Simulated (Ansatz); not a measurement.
# CO2: the cell at several levels of theory

How does the equilibrium cell of CO2 in the database structure depend on the functional? It is relaxed with PBE-D3(BJ), r2SCAN+rVV10 and PBE-D4.

Program: Ansatz 0.2.0. PAW datasets, plane waves, zero pressure. No spin polarisation and no zero-point or thermal motion.

## (1) The cell

The symmetry is Cmce (No. 64, orthorhombic); conventional cell a = 5.272 Å, b = 4.775 Å, c = 6.587 Å, 13.82 Å³ an atom. C has 2 O at 1.17 Å; O has 1 C at 1.17 Å.

Structure file:

```cif
data_structure
_symmetry_space_group_name_H-M 'P 1'
_symmetry_Int_Tables_number 1
_cell_length_a 3.5563
_cell_length_b 3.5563
_cell_length_c 6.5872
_cell_angle_alpha 90.000
_cell_angle_beta 90.000
_cell_angle_gamma 84.335
_cell_volume 82.91
loop_
_atom_site_label
_atom_site_type_symbol
_atom_site_fract_x
_atom_site_fract_y
_atom_site_fract_z
_atom_site_occupancy
C1 C 0.00000 0.00000 0.00000 1
C2 C 0.50000 0.50000 0.50000 1
O1 O 0.80651 0.19349 0.89184 1
O2 O 0.19349 0.80651 0.10816 1
O3 O 0.69349 0.30651 0.39184 1
O4 O 0.30651 0.69349 0.60816 1
```

## (2) PBE-D3(BJ): cell and atoms

File input.yaml:

```yaml
crystal:
  lattice:
    - [2.63591123, -2.38737812, 0.0]
    - [2.63591123, 2.38737812, 0.0]
    - [0.0, 0.0, 6.58717491]
  atoms:
    - { symbol: C, position: [0.0, 0.0, 0.0] }
    - { symbol: C, position: [0.5, 0.5, 0.5] }
    - { symbol: O, position: [0.80650857, 0.19349143, 0.89184339] }
    - { symbol: O, position: [0.19349143, 0.80650857, 0.10815661] }
    - { symbol: O, position: [0.69349143, 0.30650857, 0.39184339] }
    - { symbol: O, position: [0.30650857, 0.69349143, 0.60815661] }
kpoints:
  mp_grid: { grid: [6, 6, 4] }
hamiltonian:
  xc: pbe
  dispersion: d3bj
scf:
  occupations: { method: fermi_dirac, width: 0.02 }
relax:
  f_tol: 0.005
  cell: {}
```

Started as:

```
$ ansatz run input.yaml --threads 4 --pin off --max-ram 5529MiB --backend cpu --events-out ev --progress --plain --runs-dir out
```

The program printed:

```text
Warning: RAYON_NUM_THREADS=4 ignored (pool sized by the plan → 4); use --threads N
Engine: ansatz 0.2.0, aarch64-unknown-linux-gnu
Pseudopotentials: kind: paw
Pseudopotential: C, paw, valence charge 4, recommended cutoff 420 eV (normal), C.paw.azcp
Pseudopotential: O, paw, valence charge 6, recommended cutoff 420 eV (normal), O.paw.azcp
Functional definition: PBE
  parameter kappa = 0.804
  parameter beta = 0.06672455060314922
  exchange = pbe_x(kappa = kappa, mu = beta*pi^2/3)
  correlation = pbe_c(beta = beta)
Crystal: 6 atoms, lattice volume = 82.905 Å³
Basis set: ecut = 420 eV, 1601 PW (Γ), exchange–correlation on 48×48×90 points (8 copies of the dense FFT grid, shifted against one another)
Bands: 22, of which v1, the nominal top of the filled ones, is band 16 counted from 1 (15 counted from 0)
Symmetry: 8 space group operations
Space group: Cmce (ITA 64), of the structure as read, at distance tolerance 4.4e-5 Å
k-points: 39 of 144
Non-local potential: C, projectors of the file, l = 0: 2, l = 1: 2, l = 2: 1
Non-local potential: O, projectors of the file, l = 0: 2, l = 1: 2, l = 2: 1
PAW form: soft (Blöchl's): semilocal exchange-correlation on the pseudo side does not see the compensation charge
PAW one-centre angular grid: C, 110 points (default); XC on 64 Gauss nodes
PAW one-centre angular grid: O, 110 points (default); XC on 64 Gauss nodes
Initial density: superposition of atomic densities (neutral atoms: chi_scale 0, normalization atom), corrected by the library's trained network
Initial wavefunctions: pseudopotential atomic-orbital guess
Functional: x = pbe(κ = 0.804, μ = 0.2195149727645171), c = pbe(β = 0.06672455060314922)
SCF iter   1: F=—  HF=-2770.141538 eV  |F-HF|=—  |Δ(HF+E_count)|=         —  Δρ=3.97e-3  dr2=4.27e-3  ethr=1.77e-3  ⟨swp⟩=6.4  Hψ=4193  notcnv=0
preconditioner: auto → none  [insulator: Δε(μ)=6.619 eV  Ē_g=16.027 eV  σ=0.020 eV  W_gap=1.00  n_scr=16 (ndim 8)  ℏωp=23.1 eV  f_vac=0.141  D(μ)=0.00/eV (n_scr^D=0)  ε∞_Penn≈3.1]
SCF iter   2: F=—  HF=-2770.143951 eV  |F-HF|=—  |Δ(HF+E_count)|=   2.41e-3  Δρ=1.89e-3  dr2=1.22e-3  ethr=1.34e-5  ⟨swp⟩=2.1  Hψ=1970  notcnv=0  defer=62
SCF iter   3: F=—  HF=-2770.144645 eV  |F-HF|=—  |Δ(HF+E_count)|=   6.94e-4  Δρ=9.78e-4  dr2=3.35e-4  ethr=3.81e-6  ⟨swp⟩=2.0  Hψ=1550  notcnv=0  defer=62
SCF iter   4: F=—  HF=-2770.144967 eV  |F-HF|=—  |Δ(HF+E_count)|=   3.22e-4  Δρ=1.11e-4  dr2=2.86e-6  ethr=1.05e-6  ⟨swp⟩=3.0  Hψ=1717  notcnv=0  defer=62
SCF iter   5: F=—  HF=-2770.145183 eV  |F-HF|=—  |Δ(HF+E_count)|=   2.16e-4  Δρ=3.83e-5  dr2=3.15e-7  ethr=8.94e-9  ⟨swp⟩=2.4  Hψ=1353  notcnv=0  defer=62
SCF iter   6: F=-2770.145184 eV  HF=-2770.145184 eV  |F-HF|=2.96e-9  |Δ(HF+E_count)|=   7.27e-7  Δρ=5.56e-6  dr2=7.56e-9  ethr=3.13e-10  ⟨swp⟩=4.3  Hψ=2789  notcnv=0
SCF 1 converged in 6 iterations: F = -2770.145184 eV  dr2 = 7.56e-9
relax step   1: F+E_penalty+E_count = -2770.14518353 eV  Δ(F+E_penalty+E_count) = +0.000e0 eV  max|allowed force component| = 1.225e-1 eV/Å  Δτ_max = 0.0000 Å  P = +1.632 GPa  Ω = 82.905 Å³  (6 SCF iters, dr2 threshold 1.00e-7 eV, accepted)
Crystal: 6 atoms, lattice volume = 89.906 Å³
Basis set: ecut = 420 eV, 1731 PW (Γ), exchange–correlation on 48×48×90 points (8 copies of the dense FFT grid, shifted against one another)
Initial density: handed on by an earlier stage of this run
Initial wavefunctions: those handed on with the density
iter 1 solved again at ethr=1.29e-4 eV; its pass at ethr=3.10e-3 eV (dr2=4.13e-2 eV) is discarded
SCF iter   1: F=—  HF=-2770.137712 eV  |F-HF|=—  |Δ(HF+E_count)|=         —  Δρ=7.66e-3  dr2=3.61e-2  ethr=1.29e-4  ⟨swp⟩=2.0  Hψ=4823  notcnv=0
preconditioner: auto → none  [insulator: Δε(μ)=6.514 eV  Ē_g=15.895 eV  σ=0.020 eV  W_gap=1.00  n_scr=16 (ndim 8)  ℏωp=22.2 eV  f_vac=0.211  D(μ)=0.00/eV (n_scr^D=0)  ε∞_Penn≈2.9]
SCF iter   2: F=—  HF=-2770.128977 eV  |F-HF|=—  |Δ(HF+E_count)|=   8.74e-3  Δρ=4.61e-3  dr2=7.01e-3  ethr=1.13e-4  ⟨swp⟩=2.1  Hψ=1563  notcnv=0
SCF iter   3: F=—  HF=-2770.127910 eV  |F-HF|=—  |Δ(HF+E_count)|=   1.07e-3  Δρ=1.84e-3  dr2=2.01e-3  ethr=2.19e-5  ⟨swp⟩=2.0  Hψ=1705  notcnv=0
SCF iter   4: F=—  HF=-2770.127576 eV  |F-HF|=—  |Δ(HF+E_count)|=   3.35e-4  Δρ=4.88e-4  dr2=6.02e-5  ethr=6.27e-6  ⟨swp⟩=3.0  Hψ=1603  notcnv=0
SCF iter   5: F=—  HF=-2770.127554 eV  |F-HF|=—  |Δ(HF+E_count)|=   2.14e-5  Δρ=5.83e-5  dr2=9.30e-7  ethr=1.88e-7  ⟨swp⟩=2.3  Hψ=1491  notcnv=0
SCF iter   6: F=-2770.127555 eV  HF=-2770.127555 eV  |F-HF|=7.29e-9  |Δ(HF+E_count)|=   8.13e-7  Δρ=5.05e-6  dr2=7.27e-9  ethr=1.87e-9  ⟨swp⟩=4.0  Hψ=2721  notcnv=0
SCF 2 converged in 6 iterations: F = -2770.127555 eV  dr2 = 7.27e-9
relax step   2: F+E_penalty+E_count = -2770.12755517 eV  Δ(F+E_penalty+E_count) = +1.763e-2 eV  max|allowed force component| = 1.313e-1 eV/Å  Δτ_max = 0.0302 Å  P = -0.056 GPa  Ω = 89.906 Å³  energy of the carried Pulay correction = -3.223e-2 eV  (6 SCF iters, dr2 threshold 6.00e-7 eV, accepted)
Crystal: 6 atoms, lattice volume = 87.694 Å³
Basis set: ecut = 420 eV, 1695 PW (Γ), exchange–correlation on 48×48×90 points (8 copies of the dense FFT grid, shifted against one another)
iter 1 solved again at ethr=8.88e-6 eV; its pass at ethr=3.10e-3 eV (dr2=2.84e-3 eV) is discarded
SCF iter   1: F=—  HF=-2770.141851 eV  |F-HF|=—  |Δ(HF+E_count)|=         —  Δρ=2.07e-3  dr2=2.38e-3  ethr=8.88e-6  ⟨swp⟩=2.0  Hψ=4668  notcnv=0
preconditioner: auto → none  [insulator: Δε(μ)=6.590 eV  Ē_g=15.957 eV  σ=0.020 eV  W_gap=1.00  n_scr=16 (ndim 8)  ℏωp=22.4 eV  f_vac=0.163  D(μ)=0.00/eV (n_scr^D=0)  ε∞_Penn≈3.0]
SCF iter   2: F=—  HF=-2770.141414 eV  |F-HF|=—  |Δ(HF+E_count)|=   4.37e-4  Δρ=1.28e-3  dr2=5.20e-4  ethr=7.43e-6  ⟨swp⟩=2.0  Hψ=1560  notcnv=0
SCF iter   3: F=—  HF=-2770.141441 eV  |F-HF|=—  |Δ(HF+E_count)|=   2.69e-5  Δρ=5.21e-4  dr2=1.52e-4  ethr=1.62e-6  ⟨swp⟩=2.0  Hψ=1425  notcnv=0
SCF iter   4: F=—  HF=-2770.141422 eV  |F-HF|=—  |Δ(HF+E_count)|=   1.91e-5  Δρ=1.09e-4  dr2=2.80e-6  ethr=4.75e-7  ⟨swp⟩=3.0  Hψ=1559  notcnv=0
SCF iter   5: F=-2770.141423 eV  HF=-2770.141423 eV  |F-HF|=5.02e-8  |Δ(HF+E_count)|=   1.02e-6  Δρ=1.66e-5  dr2=6.98e-8  ethr=1.87e-9  ⟨swp⟩=4.1  Hψ=2822  notcnv=0
SCF 3 converged in 5 iterations: F = -2770.141423 eV  dr2 = 6.98e-8
relax step   3: F+E_penalty+E_count = -2770.14142301 eV  Δ(F+E_penalty+E_count) = -1.387e-2 eV  max|allowed force component| = 3.517e-2 eV/Å  Δτ_max = 0.0092 Å  P = +0.142 GPa  Ω = 87.694 Å³  energy of the carried Pulay correction = -2.232e-2 eV  (5 SCF iters, dr2 threshold 6.00e-7 eV, accepted)
[... from here on, the SCF cycles and remarks between the steps are left out ...]
relax step   4: F+E_penalty+E_count = -2770.14129395 eV  Δ(F+E_penalty+E_count) = +1.291e-4 eV  max|allowed force component| = 1.353e-2 eV/Å  Δτ_max = 0.0013 Å  P = +0.053 GPa  Ω = 87.739 Å³  energy of the carried Pulay correction = -2.253e-2 eV  (4 SCF iters, dr2 threshold 2.08e-7 eV, accepted)
relax step   5: F+E_penalty+E_count = -2770.14117515 eV  Δ(F+E_penalty+E_count) = +1.188e-4 eV  max|allowed force component| = 2.435e-3 eV/Å  Δτ_max = 0.0009 Å  P = -0.009 GPa  Ω = 87.769 Å³  energy of the carried Pulay correction = -2.267e-2 eV  (5 SCF iters, dr2 threshold 3.26e-8 eV, accepted)
relax step   6: F+E_penalty+E_count = -2770.17208518 eV  Δ(F+E_penalty+E_count) = -3.091e-2 eV  max|allowed force component| = 4.629e-3 eV/Å  Δτ_max = 0.0000 Å  P = +0.546 GPa  Ω = 87.769 Å³  stress off target by 7.04e-1 GPa  SCF on the basis re-selected at this cell (its energy is not comparable with the rows above)  (7 SCF iters)
relax step   7: F+E_penalty+E_count = -2770.16673302 eV  Δ(F+E_penalty+E_count) = +5.352e-3 eV  max|allowed force component| = 3.426e-3 eV/Å  Δτ_max = 0.0082 Å  P = +0.252 GPa  Ω = 90.077 Å³  energy of the carried Pulay correction = -1.150e-2 eV  (5 SCF iters, dr2 threshold 6.00e-7 eV, accepted)
relax step   8: F+E_penalty+E_count = -2770.15345658 eV  Δ(F+E_penalty+E_count) = +1.328e-2 eV  max|allowed force component| = 2.714e-1 eV/Å  Δτ_max = 0.0109 Å  P = -0.937 GPa  Ω = 92.253 Å³  energy of the carried Pulay correction = -2.382e-2 eV  (6 SCF iters, dr2 threshold 1.81e-7 eV, rejected (line search))
relax step   9: F+E_penalty+E_count = -2770.16061156 eV  Δ(F+E_penalty+E_count) = +6.121e-3 eV  max|allowed force component| = 1.751e-3 eV/Å  Δτ_max = 0.0052 Å  P = +0.063 GPa  Ω = 91.439 Å³  energy of the carried Pulay correction = -1.895e-2 eV  (7 SCF iters, accepted)
relax step  10: F+E_penalty+E_count = -2770.15776387 eV  Δ(F+E_penalty+E_count) = +2.848e-3 eV  max|allowed force component| = 1.265e-3 eV/Å  Δτ_max = 0.0028 Å  P = +0.004 GPa  Ω = 91.959 Å³  energy of the carried Pulay correction = -2.191e-2 eV  (5 SCF iters, dr2 threshold 1.37e-8 eV, accepted)
relax step  11: F+E_penalty+E_count = -2770.18208343 eV  Δ(F+E_penalty+E_count) = -2.432e-2 eV  max|allowed force component| = 3.158e-4 eV/Å  Δτ_max = 0.0000 Å  P = +0.187 GPa  Ω = 91.959 Å³  stress off target by 2.83e-1 GPa  SCF on the basis re-selected at this cell (its energy is not comparable with the rows above)  (6 SCF iters)
relax step  12: F+E_penalty+E_count = -2770.17627063 eV  Δ(F+E_penalty+E_count) = +5.813e-3 eV  max|allowed force component| = 8.403e-3 eV/Å  Δτ_max = 0.0059 Å  P = +0.030 GPa  Ω = 93.467 Å³  energy of the carried Pulay correction = -7.150e-3 eV  (5 SCF iters, dr2 threshold 2.01e-7 eV, accepted)
relax step  13: F+E_penalty+E_count = -2770.17169728 eV  Δ(F+E_penalty+E_count) = +4.573e-3 eV  max|allowed force component| = 2.396e-1 eV/Å  Δτ_max = 0.0134 Å  P = +0.793 GPa  Ω = 94.018 Å³  energy of the carried Pulay correction = -1.010e-2 eV  (6 SCF iters, dr2 threshold 1.69e-8 eV, rejected (line search))
relax step  14: F+E_penalty+E_count = -2770.17445249 eV  Δ(F+E_penalty+E_count) = +1.818e-3 eV  max|allowed force component| = 1.357e-3 eV/Å  Δτ_max = 0.0033 Å  P = +0.030 GPa  Ω = 93.847 Å³  energy of the carried Pulay correction = -9.106e-3 eV  (8 SCF iters, accepted)
relax step  15: F+E_penalty+E_count = -2770.17269917 eV  Δ(F+E_penalty+E_count) = +1.753e-3 eV  max|allowed force component| = 1.333e-4 eV/Å  Δτ_max = 0.0020 Å  P = -0.000 GPa  Ω = 94.182 Å³  energy of the carried Pulay correction = -1.090e-2 eV  (7 SCF iters, accepted)
relax step  16: F+E_penalty+E_count = -2770.18437215 eV  Δ(F+E_penalty+E_count) = -1.167e-2 eV  max|allowed force component| = 4.889e-4 eV/Å  Δτ_max = 0.0000 Å  P = +0.035 GPa  Ω = 94.182 Å³  stress off target by 1.04e-1 GPa  SCF on the basis re-selected at this cell (its energy is not comparable with the rows above)  (6 SCF iters)
relax step  17: F+E_penalty+E_count = -2770.18207567 eV  Δ(F+E_penalty+E_count) = +2.296e-3 eV  max|allowed force component| = 2.894e-3 eV/Å  Δτ_max = 0.0013 Å  P = +0.004 GPa  Ω = 94.718 Å³  energy of the carried Pulay correction = -2.474e-3 eV  (5 SCF iters, dr2 threshold 2.70e-8 eV, accepted)
relax step  18: F+E_penalty+E_count = -2770.18188017 eV  Δ(F+E_penalty+E_count) = +1.955e-4 eV  max|allowed force component| = 5.680e-4 eV/Å  Δτ_max = 0.0017 Å  P = -0.005 GPa  Ω = 94.756 Å³  energy of the carried Pulay correction = -2.689e-3 eV  (7 SCF iters, accepted)
iter 1 solved again at ethr=4.40e-8 eV; its pass at ethr=3.10e-3 eV (dr2=1.41e-5 eV) is discarded
SCF iter   1: F=—  HF=-2770.184359 eV  |F-HF|=—  |Δ(HF+E_count)|=         —  Δρ=8.34e-5  dr2=5.56e-7  ethr=4.40e-8  ⟨swp⟩=3.4  Hψ=6805  notcnv=0
preconditioner: auto → Resta (q_TF=auto, 2.277 Å⁻¹)  ε∞=2.9  [insulator: Δε(μ)=6.533 eV  Ē_g=15.846 eV  σ=0.020 eV  W_gap=1.00  n_scr=18 (ndim 8)  ℏωp=21.6 eV  f_vac=0.222  D(μ)=0.00/eV (n_scr^D=0)  ε∞_Penn≈2.9]
SCF iter   2: F=—  HF=-2770.184414 eV  |F-HF|=—  |Δ(HF+E_count)|=   5.54e-5  Δρ=4.15e-5  dr2=1.41e-7  ethr=1.74e-9  ⟨swp⟩=2.0  Hψ=1325  notcnv=0
SCF iter   3: F=—  HF=-2770.184454 eV  |F-HF|=—  |Δ(HF+E_count)|=   4.02e-5  Δρ=1.01e-5  dr2=3.69e-8  ethr=4.42e-10  ⟨swp⟩=2.0  Hψ=1460  notcnv=0
SCF iter   4: F=—  HF=-2770.184456 eV  |F-HF|=—  |Δ(HF+E_count)|=   1.14e-6  Δρ=1.61e-6  dr2=7.35e-10  ethr=1.15e-10  ⟨swp⟩=2.0  Hψ=1400  notcnv=0
SCF iter   5: F=-2770.184456 eV  HF=-2770.184456 eV  |F-HF|=1.41e-10  |Δ(HF+E_count)|=   2.32e-8  Δρ=1.84e-7  dr2=1.75e-11  ethr=1.00e-12  ⟨swp⟩=3.0  Hψ=3592  notcnv=0
SCF 19 converged in 5 iterations: F = -2770.184456 eV  dr2 = 1.75e-11
relax step  19: F+E_penalty+E_count = -2770.18445562 eV  Δ(F+E_penalty+E_count) = -2.575e-3 eV  max|allowed force component| = 4.394e-4 eV/Å  Δτ_max = 0.0000 Å  P = +0.005 GPa  Ω = 94.756 Å³  stress off target by 4.89e-2 GPa  SCF on the basis re-selected at this cell (its energy is not comparable with the rows above)  (5 SCF iters)
basis re-selected at this cell: Δ(F+E_penalty+E_count) = -2.575e-3 eV, ΔP = +0.010 GPa vs the last step (what re-selecting the basis moved, of the pressure what is left beyond the Pulay correction that the steps carried, after the strain that the cell walked since its last selection, with what the two solves' SCF thresholds leave and, on support functions, any second-order correction that the steps lacked; it is no measure of the basis error at this ecutwfc). This SCF's stress stands 4.89e-2 GPa from its target on what of the cell is left free (relax.cell.stress_tol is 5.00e-2 GPa) and its largest allowed force component is 4.39e-4 eV/Å (relax.f_tol is 5.00e-3 eV/Å): within both
SCF converged after 5 iterations
Free energy (F): -2770.184456 eV
Harris-Foulkes:  -2770.184456 eV  (|F-HF|=1.41e-10)
Internal energy: -2770.184456 eV  (E = F + TS)
E sigma→0 (E₀):  -2770.184456 eV
Fermi energy:    0.818488 eV
--- Per-component energies (eV) ---
  E_band       = -310.873828
  E_kinetic    = 870.167456
  E_local      = -2474.730097  (includes V_loc(G=0)·N_el)
  E_nonlocal   = 249.916706
  E_hartree    = 842.541973
  E_xc         = -382.858433
  E_vxc        = -483.840681  (∫ρ·V_xc dr)
  E_paw        = -831.662105  (= ΣΔE_a)
  E_vpaw       = -157.480995  (= ΣTr[D̂ρ^β])
  E_aug_tail   = 0.009815  (compensation charges beyond the density's cutoff)
  E_ewald      = -1043.183622
  E_disp       = -0.386147  (pairwise vdW)
  E_smearing   = -0.000000  (= −TS)
  E_closure    = -0.000000  (closes the sum)
  Σ components = -2770.184456   (vs F -2770.184456, Δ=0.00e0)
--- Forces (eV/Å), atoms counted from 1 ---
  atom   1  C      0.00000000     0.00000000     0.00000000
  atom   2  C     -0.00000000     0.00000000     0.00000000
  atom   3  O      0.00000000     0.00043945    -0.00031369
  atom   4  O     -0.00000000    -0.00043945     0.00031369
  atom   5  O     -0.00000000    -0.00043945    -0.00031369
  atom   6  O      0.00000000     0.00043945     0.00031369
  max |Σ_I F_I| component: 5.20e-18 eV/Å
--- Stress (GPa, compression-positive) ---
        0.048946       0.000000       0.000000
        0.000000       0.001254       0.000000
        0.000000       0.000000      -0.036576
  P = ⅓ Tr σ = 0.0045 GPa (0.045 kbar)
--- Relaxed structure (15 steps of the walk, 13 accepted, 4 SCFs on fresh bases) ---
  F+E_penalty+E_count = -2770.18445562 eV   max|allowed force component| = 4.394e-4 eV/Å   (the final SCF, on the basis selected at the relaxed cell)
  cell:  # Å, volume = 94.7562 Å³
    - [2.7955698711209913, -2.5133410016084796, -1.0128231493242137e-17]
    - [2.7955698711209913, 2.5133410016084796, 1.0128231493242279e-17]
    - [1.7718620785995009e-31, 2.794548203991955e-17, 6.743043334651014]
  atoms:
    - { symbol: C, position: [1.3434953600631494e-19, -1.3434953600631498e-19, 1.5362003309141647e-19] }
    - { symbol: C, position: [0.5, 0.5, 0.5000000000000001] }
    - { symbol: O, position: [0.813277626158691, 0.18672237384130896, 0.8966186600348981] }
    - { symbol: O, position: [0.18672237384130896, 0.813277626158691, 0.10338133996510199] }
    - { symbol: O, position: [0.686722373841309, 0.31327762615869104, 0.39661866003489815] }
    - { symbol: O, position: [0.31327762615869104, 0.686722373841309, 0.6033813399651021] }
```

It took 18 s on 4 threads of Arm Neoverse V1, shared host; peak memory 0.41 GiB.

Step by step:

| step | energy change (meV/atom) | largest force (eV/Å) | pressure (GPa) | volume (Å³/atom) |
| --- | --- | --- | --- | --- |
| 1 | 0.0 | 0.1225 | 1.63 | 13.818 |
| 2 | 2.9 | 0.1313 | -0.06 | 14.984 |
| 3 | 0.6 | 0.0352 | 0.14 | 14.616 |
| 4 | 0.6 | 0.0135 | 0.05 | 14.623 |
| 5 | 0.7 | 0.0024 | -0.01 | 14.628 |
| 6 | -4.5 | 0.0046 | 0.55 | 14.628 |
| 7 | -3.6 | 0.0034 | 0.25 | 15.013 |
| 8* | -1.4 | 0.2714 | -0.94 | 15.376 |
| 9 | -2.6 | 0.0018 | 0.06 | 15.240 |
| 10 | -2.1 | 0.0013 | 0.00 | 15.327 |
| 11 | -6.1 | 0.0003 | 0.19 | 15.327 |
| 12 | -5.2 | 0.0084 | 0.03 | 15.578 |
| 13* | -4.4 | 0.2396 | 0.79 | 15.670 |
| 14 | -4.9 | 0.0014 | 0.03 | 15.641 |
| 15 | -4.6 | 0.0001 | 0.00 | 15.697 |
| 16 | -6.5 | 0.0005 | 0.04 | 15.697 |
| 17 | -6.1 | 0.0029 | 0.00 | 15.786 |
| 18 | -6.1 | 0.0006 | -0.01 | 15.793 |
| 19 | -6.5 | 0.0004 | 0.00 | 15.793 |

A star marks a trial step that the optimiser took back.

Steps 6, 11, 16, 19 solve the same cell on a plane-wave basis chosen anew, so the energy can jump there without a move.

The table lists every geometry solved, with passes on a fresh basis, whose energies don't compare exactly with the rows above.

|  | before | after | change |
| --- | --- | --- | --- |
| a (Å) | 5.272 | 5.591 | +6.06 % |
| b (Å) | 4.775 | 5.027 | +5.28 % |
| c (Å) | 6.587 | 6.743 | +2.37 % |
| volume (Å³/atom) | 13.818 | 15.793 | +14.29 % |
| shortest distance (Å) | 1.167 | 1.169 | +0.21 % |
| space group | Cmce | Cmce | same |

(Part 1 of 2 ends here.)
